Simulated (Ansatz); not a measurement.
A surface is cut from this relaxed crystal of NiGe:

Space group Pnma (No. 62). a = 5.311 Å, b = 3.440 Å, c = 5.739 Å, α = 90.00°, β = 90.00°, γ = 90.00°
```tsv
atom	site	symmetry	x	y	z
Ni	4c	.m.	0.9930	0.7500	0.1889
Ge	4c	.m.	0.8116	0.7500	0.5884
```

Miller indices refer to the conventional cell of Pnma (No. 62), a = 5.311 Å, b = 3.440 Å, c = 5.739 Å, α = 90.00°, β = 90.00°, γ = 90.00°.

Consider the (001) slab of 16 planes, 10.9 Å thick with 15 Å of vacuum as cut; outer planes Ge (top) and Ni (bottom), all atoms relaxed.

The calculation used DFT PBEsol, scalar-relativistic, plane waves, PAW (Ansatz 0.2.0). Settings: cutoff 420 eV, Γ-centred mesh 10×7×1 on the computed 16-atom cell, Gaussian smearing of 0.10 eV; no spin polarisation. A dipole correction removes the field between periodic images along c.

Question: Estimate the surface energy (mean of both faces).

Answer: 2.15 J/m².

Question: Estimate the work function.

Answer: 4.67 eV (top), 4.34 eV (bottom).

Question: Predict the dipole of the slab along +c, per cell.

Answer: -0.03 e·Å.

Question: The top two planes lie 1.015 Å apart in the bulk. How does relaxation change this?

Answer: The spacing becomes 0.918 Å (-9.5 %).